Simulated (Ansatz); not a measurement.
Recipe of this trial structure of LiCl: 5-connected net, two elements alternating (Cc, No. 9). The dimensions are guesses.

Space group Cc (No. 9). a = 4.939 Å, b = 3.676 Å, c = 5.594 Å, α = 90.00°, β = 109.19°, γ = 90.00°
```json
{"atom": "Li", "site": "4a", "symmetry": "1", "x": "0.1562", "y": "0.6661", "z": "0.6465"}
{"atom": "Cl", "site": "4a", "symmetry": "1", "x": "0.8438", "y": "0.6661", "z": "0.8535"}
```

Level of theory: Ansatz 0.2.0, DFT PBE, scalar-relativistic, plane waves, PAW. Cutoff 420 eV, Gaussian smearing, Γ-centred meshes. Cell and atoms relax first on a coarse mesh and then on a converged one. In between, the cell is made exact in the group found at 0.06 Å. The steps can't lower the symmetry of their start. No spin polarisation.

A guess keeps its type if space group and coordination stay and the shape of the cell changes little (axis ratios within about 15 %, angles within 6°); the volume may change.

Task: Does this structure survive the relaxation?

Result: It doesn't keep its type. The symmetry goes from Cc (No. 9) to Fm-3m (No. 225), and the primitive cell from 4 to 2 atoms. The end has the rock salt type. The volume per atom grows by 42.3 %, from 12.0 to 17.1 Å³. The shortest distance goes from 2.21 Å (Li–Cl) to 2.57 Å (Li–Cl). Counting neighbours within 15 % of an atom's shortest distance, the start has Cl 5, Li 5 and the end Cl 6, Li 6. In detail, at the end Li is surrounded by 6 Cl at 2.57 Å; Cl is surrounded by 6 Li at 2.57 Å.

```cif
data_structure
_symmetry_space_group_name_H-M 'Fm-3m'
_symmetry_Int_Tables_number 225
_cell_length_a 5.1483
_cell_length_b 5.1483
_cell_length_c 5.1483
_cell_angle_alpha 90.000
_cell_angle_beta 90.000
_cell_angle_gamma 90.000
_cell_volume 136.45
loop_
_atom_site_label
_atom_site_type_symbol
_atom_site_symmetry_multiplicity
_atom_site_Wyckoff_symbol
_atom_site_fract_x
_atom_site_fract_y
_atom_site_fract_z
_atom_site_occupancy
Li1 Li 4 a 0.00000 0.00000 0.00000 1
Cl1 Cl 4 b 0.50000 0.00000 0.00000 1
```

Energies over the elements count from the elements' standard structures at the same level (Cl₂ as a molecule), with no fitted energy shifts.

Task: At what energy does it end?

Result: −1.852 eV/atom. Whether it is stable depends on the other phases of the system, which aren't compared here.

The last run used an 8×8×8 mesh for its 2-atom cell and Gaussian smearing of 0.02 eV. A later test with randomly moved atoms came back to the same energy, though modes that don't fit the test's cell weren't probed.
